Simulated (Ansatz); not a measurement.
# Ta under changes of volume

One of the cells (18.010 Å³/atom); the others are scaled copies at fixed shape and fractional positions:

```xyz
1
Lattice="-1.6513 1.6513 1.6513 1.6513 -1.6513 1.6513 1.6513 1.6513 -1.6513" Properties=species:S:1:pos:R:3 pbc="T T T"
Ta    0.0000    0.0000    0.0000
```

```yaml
Program: Ansatz 0.2.0
Functional: PBE
Potentials_or_basis: Ansatz PAW
Cutoff: "420 eV (not typed: the program's choice for these potentials)"
k_mesh: 11 × 11 × 11
Occupations: fermi-dirac, width 0.05 eV
Spin: no spin polarisation
```

```tsv
volume (Å³/atom)	energy over the lowest point (meV/atom)	pressure (GPa)
16.930	?	?
17.290	31.39	11.8
17.650	10.88	6.9
18.010	0.81	2.6
18.371	0.00	-1.3
18.731	7.47	-4.8
19.091	22.37	-8.0
```

Question: What does the run at 16.930 Å³/atom give?

Answer: Energy over the lowest point 63.65 meV/atom; pressure 17.2 GPa.

Worked out: A Birch-Murnaghan fit of order 3 (a polynomial in V^(-2/3)) to the other rows has its minimum at 18.22 Å³/atom with B0 = V·E''(V) = 195 GPa and B' = 4.7. It gives 63.54 meV/atom at 16.930 Å³/atom, against the run's 63.65, and -dE/dV = 17.1 GPa, against 17.2.

Energies are extrapolated to zero smearing.
